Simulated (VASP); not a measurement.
# PbSe (Clausthalite) (Fm-3m) in VASP: settings compared

One crystal, PbSe (Clausthalite), is run at these levels: LAK, PBE; tasks: relaxation of cell and atoms, single point.

Everything below comes from runs of VASP 6.6.1. Logs are shortened: lines on timing, memory, paths and dates and some standing lists are left out, and cuts for length are marked.

**Measured values to compare with.**

From a printed reference work, monograph, for a bulk crystal of PbSe at 300 K: band gap 0.28 eV (direct).

The results are compared with them further down.

## 1. The crystal as given

Symmetry: Fm-3m, No. 225, cubic system. Conventional cell: a = 6.121 Å, b = 6.121 Å, c = 6.121 Å, α = 90.00°, β = 90.00°, γ = 90.00°. Pb (site symmetry m-3m) is surrounded by 6 Se at 3.06 Å. Se (site symmetry m-3m) is surrounded by 6 Pb at 3.06 Å.

## 2. Relaxation of cell and atoms, LAK

File INCAR:

```
PREC = Accurate ; ENCUT = 600
EDIFF = 1E-6 ; ISMEAR = -1
SIGMA = 0.05 ; LREAL = F
LASPH = T ; NELM = 60
ALGO = Normal ; ISIF = 3
LWAVE = F ; LCHARG = F
METAGGA = LAK ; LMIXTAU = T
IBRION = 2 ; NSW = 40
EDIFFG = -0.01
```

File KPOINTS:

```
regular mesh
0
Gamma
  8 8 8
```

File POSCAR:

```
PbSe
1.0
    0.0000000000      3.0606500000      3.0606500000
    3.0606500000      0.0000000000      3.0606500000
    3.0606500000      3.0606500000      0.0000000000
Pb Se
1 1
Direct
    0.0000000000      0.0000000000      0.0000000000
    0.5000000000      0.5000000000      0.5000000000
```

Potentials or basis: VASP PAW PBE potentials, release 64 (Pb_d, Se).

Command:

```console
> cat potpaw_PBE.64/Pb_d/POTCAR potpaw_PBE.64/Se/POTCAR > POTCAR
> mpirun -np 1 vasp_std > vasp.out
```

OUTCAR:

```text
PREC = Accurate
   ENCUT = 600
   EDIFF = 1E-6
   ISMEAR = -1
   LREAL = F
   LASPH = T
   NELM = 60
   ISIF = 3
   METAGGA = LAK
   IBRION = 2
   NSW = 40
   EDIFFG = -0.01

 ion  position               nearest neighbor table
   1  0.000  0.000  0.000-   2 3.06   2 3.06   2 3.06   2 3.06   2 3.06   2 3.06
   2  0.500  0.500  0.500-   1 3.06   1 3.06   1 3.06   1 3.06   1 3.06   1 3.06

  LATTYP: Found a face centered cubic cell.
 ALAT       =     6.1213000000

  Lattice vectors:

 A1 = (   0.0000000000,   3.0606500000,   3.0606500000)
 A2 = (   3.0606500000,   0.0000000000,   3.0606500000)
 A3 = (   3.0606500000,   3.0606500000,   0.0000000000)

Analysis of symmetry for initial positions (statically):
=====================================================================
 Subroutine PRICEL returns:
 Original cell was already a primitive cell.

 Routine SETGRP: Setting up the symmetry group for a
 face centered cubic supercell.

 Subroutine GETGRP returns: Found 48 space group operations
 (whereof 48 operations were pure point group operations)
 out of a pool of 48 trial point group operations.

The static configuration has the point symmetry O_h .

Analysis of symmetry for dynamics (positions and initial velocities):
=====================================================================
 Subroutine PRICEL returns:
 Original cell was already a primitive cell.

 Routine SETGRP: Setting up the symmetry group for a
 face centered cubic supercell.

 Subroutine GETGRP returns: Found 48 space group operations
 (whereof 48 operations were pure point group operations)
 out of a pool of 48 trial point group operations.

The dynamic configuration has the point symmetry O_h .

 Subroutine INISYM returns: Found 48 space group operations
 (whereof 48 operations are pure point group operations),
 and found     1 'primitive' translations

----------------------------------------------------------------------------------------

                                     Primitive cell

  volume of cell :      57.3418

  direct lattice vectors                    reciprocal lattice vectors
     0.000000000  3.060650000  3.060650000    -0.163363991  0.163363991  0.163363991
     3.060650000  0.000000000  3.060650000     0.163363991 -0.163363991  0.163363991
     3.060650000  3.060650000  0.000000000     0.163363991  0.163363991 -0.163363991

  length of vectors
     4.328412740  4.328412740  4.328412740     0.282954733  0.282954733  0.282954733

  position of ions in fractional coordinates (direct lattice)
     0.000000000  0.000000000  0.000000000
     0.500000000  0.500000000  0.500000000

  ion indices of the primitive-cell ions
   primitive index   ion index
                 1           1
                 2           2

----------------------------------------------------------------------------------------

 KPOINTS: regular mesh

Automatic generation of k-mesh.
 Grid dimensions read from file:
 generate k-points for:    8    8    8

 Generating k-lattice:

  Cartesian coordinates                     Fractional coordinates (reciprocal lattice)
    -0.020420499  0.020420499  0.020420499     0.125000000  0.000000000  0.000000000
     0.020420499 -0.020420499  0.020420499     0.000000000  0.125000000  0.000000000
     0.020420499  0.020420499 -0.020420499     0.000000000  0.000000000  0.125000000

  Length of vectors
     0.035369342  0.035369342  0.035369342

  Shift w.r.t. Gamma in fractional coordinates (k-lattice)
     0.000000000  0.000000000  0.000000000

 Subroutine IBZKPT returns following result:
 ===========================================

 Found     29 irreducible k-points:

 Following reciprocal coordinates:
            Coordinates               Weight
  0.000000  0.000000  0.000000      1.000000
  0.125000  0.000000  0.000000      8.000000
  0.250000  0.000000  0.000000      8.000000
  0.375000  0.000000  0.000000      8.000000
  0.500000  0.000000  0.000000      4.000000
  0.125000  0.125000  0.000000      6.000000
[... 16 lines left out ...]
  0.500000  0.250000  0.125000     48.000000
 -0.375000  0.250000  0.125000     24.000000
 [... further k-points ...]
   k-points           NKPTS =     29   k-points in BZ     NKDIM =     29   number of bands    NBANDS=     14
   number of dos      NEDOS =    301   number of ions     NIONS =      2
   total plane-waves  NPLWV =  46656
   dimension x,y,z NGX =    36 NGY =   36 NGZ =   36
   dimension x,y,z NGXF=    72 NGYF=   72 NGZF=   72
   ions per type =               1   1
   NGX,Y,Z   is equivalent  to a cutoff of  13.83, 13.83, 13.83 a.u.
   NGXF,Y,Z  is equivalent  to a cutoff of  27.65, 27.65, 27.65 a.u.
 SYSTEM =  unknown system
   PREC   = accura    normal or accurate (medium, high low for compatibility)
   ISTART =      0    job   : 0-new  1-cont  2-samecut
   ICHARG =      2    charge: 1-file 2-atom 10-const
   ISPIN  =      1    spin polarized calculation?
   LNONCOLLINEAR =      F non collinear calculations
   LSORBIT =      F    spin-orbit coupling
   LASPH  =      T    aspherical Exc in radial PAW
   ENCUT  =  600.0 eV  44.10 Ry    6.64 a.u.   8.64  8.64  8.64*2*pi/ulx,y,z
   NELM   =     60;   NELMIN=  2; NELMDL= -5     # of ELM steps
   EDIFF  = 0.1E-05   stopping-criterion for ELM
   LREAL  =      F    real-space projection
   EDIFFG = -.1E-01   stopping-criterion for IOM
   NSW    =     40    number of steps for IOM
   IBRION =      2    ionic relax: 0-MD 1-quasi-New 2-CG
   NFREE  =      1    steps in history (QN), initial steepest desc. (CG)
   ISIF   =      3    stress and relaxation
   ISYM   =      2    0-nonsym 1-usesym 2-fastsym
   POTIM  = 0.5000    time-step for ionic-motion
   TEBEG  =    0.0;   TEEND  =   0.0 temperature during run
   PSTRESS=    0.0 pullay stress
   NELECT =      20.0000    total number of electrons
   NUPDOWN=      -1.0000    fix difference up-down
   EMIN   =  10.00;   EMAX   =-10.00  energy-range for DOS
   EFERMI =   0.00;   METHOD = LEGACY
   ISMEAR =    -1;   SIGMA  =   0.05  broadening in eV -4-tet -1-fermi 0-gaus
   EFERMI_NEDOS =   21; number of points for ismear=-14 and -15
   IALGO  =     38    algorithm
   IMIX   =      4    mixing-type and parameters
     AMIX     =   0.40;   BMIX     =  1.00
     AMIX_MAG =   1.60;   BMIX_MAG =  1.00
  volume/ion in A,a.u.               =      28.67       193.48
  Fermi-wavevector in a.u.,A,eV,Ry     =   1.152377  2.177676 18.068159  1.327972
  Thomas-Fermi vector in A             =   2.289028
   LORBIT       =      0    0 simple, 1 ext, 2 COOP (PROOUT), +10 PAW based schemes
   METAGGA = LAK    functional components
   LHFCALC =     F    Hartree Fock is set to
   AEXX    =    0.0000 exact exchange contribution
   IVDW    =     0    specifies the selected vdW correction
   LEPSILON=     F    determine dielectric tensor
   LRPA    =     F    only Hartree local field effects (RPA)
 conjugate gradient relaxation of ions
 non-spin polarized calculation
  energy-cutoff  :      600.00
  volume of cell :       57.34
 maximum number of plane-waves:      1930
   NGX = 17   NGY = 17   NGZ = 17

--------------------------------------- Ionic step        1  -------------------------------------------

 number of electron      20.0000001 magnetization

 Free energy of the ion-electron system (eV)
  ---------------------------------------------------
  ext. energy  EPLUGINS =         0.00000000
  ---------------------------------------------------
  free energy    TOTEN  =        67.93020211 eV

  energy without entropy =       67.93020348  energy(sigma->0) =       67.93020280

 E-fermi :   5.6284     XC(G=0):  -9.7471

 val. band max:        5.1596152994   @ k =   0.5000   0.0000   0.0000
 cond. band min:       6.0972062210   @ k =   0.5000   0.0000   0.0000
 fundamental gap:      0.9375909216
 Fermi energy:         5.6284437506

 k-point     1 :       0.0000    0.0000    0.0000
  band No.  band energies     occupation
      1     -12.5128      2.00000
      2     -12.5128      2.00000
      3     -12.5089      2.00000
      4     -12.5089      2.00000
      5     -12.5088      2.00000
      6      -8.9508      2.00000
      7      -1.1297      2.00000
      8       3.1354      2.00000
      9       3.1354      2.00000
     10       3.1354      2.00000
     11      10.3590      0.00000
     12      10.3590      0.00000
     13      10.3591      0.00000
     14      12.4035      0.00000

 k-point     2 :       0.1250    0.0000    0.0000
  band No.  band energies     occupation
      1     -12.5162      2.00000
      2     -12.5161      2.00000
      3     -12.5083      2.00000
      4     -12.5048      2.00000
      5     -12.5048      2.00000
      6      -8.8271      2.00000
      7      -1.5885      2.00000
      8       3.1806      2.00000
      9       3.1806      2.00000
     10       3.4780      2.00000
     11       9.3378      0.00000
     12       9.6660      0.00000
     13       9.6660      0.00000
     14      12.2382      0.00000
[... 423 lines left out ...]
 VOLUME and BASIS-vectors are now :
 -----------------------------------------------------------------------------
  energy-cutoff  :      600.00
  volume of cell :       66.04
      direct lattice vectors                 reciprocal lattice vectors
     0.000000000  3.208135617  3.208135617    -0.155853760  0.155853760  0.155853760
     3.208135617  0.000000000  3.208135617     0.155853760 -0.155853760  0.155853760
     3.208135617  3.208135617  0.000000000     0.155853760  0.155853760 -0.155853760

 POSITION                                       TOTAL-FORCE (eV/Angst)
 -----------------------------------------------------------------------------------
      6.41627      3.20814      3.20814         0.000000     -0.000000      0.000000
      3.20814      3.20814      3.20814        -0.000000      0.000000     -0.000000
 -----------------------------------------------------------------------------------
    total drift:                                0.000000      0.000000      0.000000

  FREE ENERGIE OF THE ION-ELECTRON SYSTEM (eV)
  ---------------------------------------------------
  free  energy   TOTEN  =        67.8524686454 eV

  energy  without entropy=       67.8524687272  energy(sigma->0) =       67.85246869

--------------------------------------- Ionic step        3  -------------------------------------------

 number of electron      19.9999998 magnetization

 Free energy of the ion-electron system (eV)
  ---------------------------------------------------
  ext. energy  EPLUGINS =         0.00000000
  ---------------------------------------------------
  free energy    TOTEN  =        67.83622866 eV

  energy without entropy =       67.83622882  energy(sigma->0) =       67.83622874

 E-fermi :   4.4903     XC(G=0):  -9.2927

 val. band max:        3.9023406185   @ k =   0.5000   0.0000   0.0000
 cond. band min:       5.0774605690   @ k =   0.5000   0.0000   0.0000
 fundamental gap:      1.1751199505
 Fermi energy:         4.4902666869

 k-point     1 :       0.0000    0.0000    0.0000
  band No.  band energies     occupation
      1     -13.5643      2.00000
      2     -13.5643      2.00000
      3     -13.5643      2.00000
      4     -13.5631      2.00000
      5     -13.5631      2.00000
      6      -9.3204      2.00000
      7      -2.5181      2.00000
      8       2.4129      2.00000
      9       2.4129      2.00000
     10       2.4129      2.00000
     11       8.9109      0.00000
     12       8.9109      0.00000
     13       8.9110      0.00000
     14      11.3962      0.00000

 k-point     2 :       0.1250    0.0000    0.0000
  band No.  band energies     occupation
      1     -13.5657      2.00000
      2     -13.5657      2.00000
      3     -13.5638      2.00000
      4     -13.5611      2.00000
      5     -13.5610      2.00000
      6      -9.2172      2.00000
      7      -2.8350      2.00000
      8       2.4506      2.00000
      9       2.4506      2.00000
     10       2.6349      2.00000
     11       8.0136      0.00000
     12       8.3454      0.00000
     13       8.3455      0.00000
     14      11.1933      0.00000
[... 387 lines left out ...]
 VOLUME and BASIS-vectors are now :
 -----------------------------------------------------------------------------
  energy-cutoff  :      600.00
  volume of cell :       63.22
      direct lattice vectors                 reciprocal lattice vectors
     0.000000000  3.161933327  3.161933327    -0.158131102  0.158131102  0.158131102
     3.161933327  0.000000000  3.161933327     0.158131102 -0.158131102  0.158131102
     3.161933327  3.161933327  0.000000000     0.158131102  0.158131102 -0.158131102

 POSITION                                       TOTAL-FORCE (eV/Angst)
 -----------------------------------------------------------------------------------
      0.00000      0.00000      0.00000         0.000000     -0.000000     -0.000000
      3.16193      3.16193      3.16193        -0.000000      0.000000      0.000000
 -----------------------------------------------------------------------------------
    total drift:                               -0.000000      0.000000      0.000000

  FREE ENERGIE OF THE ION-ELECTRON SYSTEM (eV)
  ---------------------------------------------------
  free  energy   TOTEN  =        67.8362286590 eV

  energy  without entropy=       67.8362288178  energy(sigma->0) =       67.83622874

 reached required accuracy - stopping structural energy minimisation
```

It took 5.7 min on 1 thread of Intel Xeon Platinum 8559C (Emerald Rapids), shared host; peak memory 0.24 GiB.

What came out:

* Free energy: 67.8362 eV
* Relaxed volume: 31.61 Å³/atom
* Relaxed cell: a = 4.472 Å, b = 4.472 Å, c = 4.472 Å, α = 60.00°, β = 60.00°, γ = 60.00°
* Space group after relaxing (to 0.05 Å): Fm-3m (No. 225)
* Energy gained by relaxing: 47.0 meV/atom
* Ionic steps: 3
* Pressure after relaxing: 0.0 GPa
* Band gap on the k mesh: 1.18 eV, direct

Step by step:
| step | energy change (eV) | largest force (eV/Å) | pressure (GPa) | volume (Å³) |
| --- | --- | --- | --- | --- |
| 1 | 0.0000 | 0.0000 | 5.58 | 57.34 |
| 2 | -0.0777 | 0.0000 | -1.79 | 66.04 |
| 3 | -0.0940 | 0.0000 | 0.05 | 63.22 |

Final structure:
```
Pb Se
1.0
     0.00000    3.16193    3.16193
     3.16193    0.00000    3.16193
     3.16193    3.16193    0.00000
Pb Se
1 1
Direct
  0.00000 0.00000 0.00000
  0.50000 0.50000 0.50000
```

Caveat: the PAW data sets were made with another functional, which shifts forces and pressure a little; spin-orbit coupling is left out, which as a rule narrows the gap of such compounds by several tenths of an eV; the volume moved by +10 % from the deposited cell, more than functionals usually miss.

## 3. Single point, PBE

File INCAR:

```
PREC = Accurate
ENCUT = 520
EDIFF = 1E-6
ISMEAR = 0
SIGMA = 0.028000000000000004
LREAL = F
LASPH = T
NELM = 80
ALGO = Fast
ISIF = 2
LWAVE = F
LCHARG = F
GGA = PE
NBANDS = 17
```

KPOINTS is that of step 2.

POSCAR is that of step 2.

Potentials or basis: VASP PAW PBE potentials, release 64 (Pb_d, Se).

Command:

```console
> cat potpaw_PBE.64/Pb_d/POTCAR potpaw_PBE.64/Se/POTCAR > POTCAR
> mpirun -np 1 vasp_std > vasp.out
```

OUTCAR:

```text
PREC = Accurate
   ENCUT = 520
   EDIFF = 1E-6
   ISMEAR = 0
   LREAL = F
   LASPH = T
   NELM = 80
   ISIF = 2
   GGA = PE

 ion  position               nearest neighbor table
   1  0.000  0.000  0.000-   2 3.06   2 3.06   2 3.06   2 3.06   2 3.06   2 3.06
   2  0.500  0.500  0.500-   1 3.06   1 3.06   1 3.06   1 3.06   1 3.06   1 3.06

  LATTYP: Found a face centered cubic cell.
 ALAT       =     6.1213000000

  Lattice vectors:

[... 666 lines left out ...]

 [... further k-points ...]

------------------------ aborting loop because EDIFF is reached ----------------------------------------

  FORCE on cell =-STRESS in cart. coord.  units (eV):
  Direction    XX          YY          ZZ          XY          YZ          ZX
  --------------------------------------------------------------------------------------
  -------------------------------------------------------------------------------------
  Total        0.8629113      0.8629113      0.8629113      0.0000000      0.0000000      0.0000000
  in kB       24.1104745     24.1104745     24.1104745      0.0000000      0.0000000      0.0000000
  external PRESSURE =      24.1104745 kB  Pullay stress =       0.0000000 kB

 VOLUME and BASIS-vectors are now :
 -----------------------------------------------------------------------------
  energy-cutoff  :      520.00
  volume of cell :       57.34
      direct lattice vectors                 reciprocal lattice vectors
     0.000000000  3.060650000  3.060650000    -0.163363991  0.163363991  0.163363991
     3.060650000  0.000000000  3.060650000     0.163363991 -0.163363991  0.163363991
     3.060650000  3.060650000  0.000000000     0.163363991  0.163363991 -0.163363991

 POSITION                                       TOTAL-FORCE (eV/Angst)
 -----------------------------------------------------------------------------------
      0.00000      0.00000      0.00000         0.000000      0.000000      0.000000
      3.06065      3.06065      3.06065         0.000000      0.000000     -0.000000
 -----------------------------------------------------------------------------------
    total drift:                                0.000000     -0.000000     -0.000000

  FREE ENERGIE OF THE ION-ELECTRON SYSTEM (eV)
  ---------------------------------------------------
  free  energy   TOTEN  =        -8.1783344804 eV

  energy  without entropy=       -8.1783344804  energy(sigma->0) =       -8.17833448
```

OSZICAR:

```text
N       E                     dE             d eps       ncg     rms          rms(c)
DAV:   1     0.159308657595E+03    0.15931E+03   -0.95315E+03   986   0.119E+03
DAV:   2     0.312517701652E+01   -0.15618E+03   -0.15032E+03  1062   0.311E+02
DAV:   3    -0.819036588672E+01   -0.11316E+02   -0.11244E+02  1244   0.888E+01
DAV:   4    -0.845790716584E+01   -0.26754E+00   -0.26739E+00  1272   0.155E+01
DAV:   5    -0.846672066008E+01   -0.88135E-02   -0.88132E-02  1385   0.268E+00    0.277E+00
RMM:   6    -0.818034381779E+01    0.28638E+00   -0.30344E-01  1148   0.314E+00    0.156E+00
RMM:   7    -0.817646274624E+01    0.38811E-02   -0.13361E-01  1369   0.203E+00    0.858E-01
RMM:   8    -0.817910117092E+01   -0.26384E-02   -0.11231E-02  1160   0.124E+00    0.143E-01
RMM:   9    -0.817820279675E+01    0.89837E-03   -0.42447E-03  1304   0.560E-01    0.697E-02
RMM:  10    -0.817830967669E+01   -0.10688E-03   -0.87344E-04  1498   0.301E-01    0.168E-02
RMM:  11    -0.817833280838E+01   -0.23132E-04   -0.20806E-04  1526   0.113E-01    0.102E-02
RMM:  12    -0.817833450372E+01   -0.16953E-05   -0.26711E-05  1370   0.421E-02    0.112E-02
RMM:  13    -0.817833448041E+01    0.23307E-07   -0.36642E-06   955   0.167E-02
   1 F= -.81783345E+01 E0= -.81783345E+01  d E =-.320195E-14
```

It took 19 s on 1 thread of Intel Xeon Platinum 8259CL at 2.50GHz (Skylake/Cascade Lake), shared host; peak memory 0.18 GiB.

What came out:

```
Free energy            : -8.1783 eV
Pressure               : 2.4 GPa
Band gap on the k mesh : 0.29 eV, direct
```

Caveat: spin-orbit coupling is left out, which as a rule narrows the gap of such compounds by several tenths of an eV.

## 4. Against experiment

Step 2. The cell as given is a measured one (28.67 Å³/atom); LAK puts the equilibrium volume +10.3 % from it, thermal expansion not counted.

Step 3. Measured gap of PbSe: 0.28 eV (direct; 300 K; a printed reference work, monograph). This calculation gives 0.29 eV (+0.01 eV). 2 values of this kind are on record (0.15 to 0.28 eV); this one was drawn at random. Spin-orbit coupling on Pb, Se is left out. The value is that of PBE on a finite k mesh, which can miss the band edges, without temperature or zero-point motion.
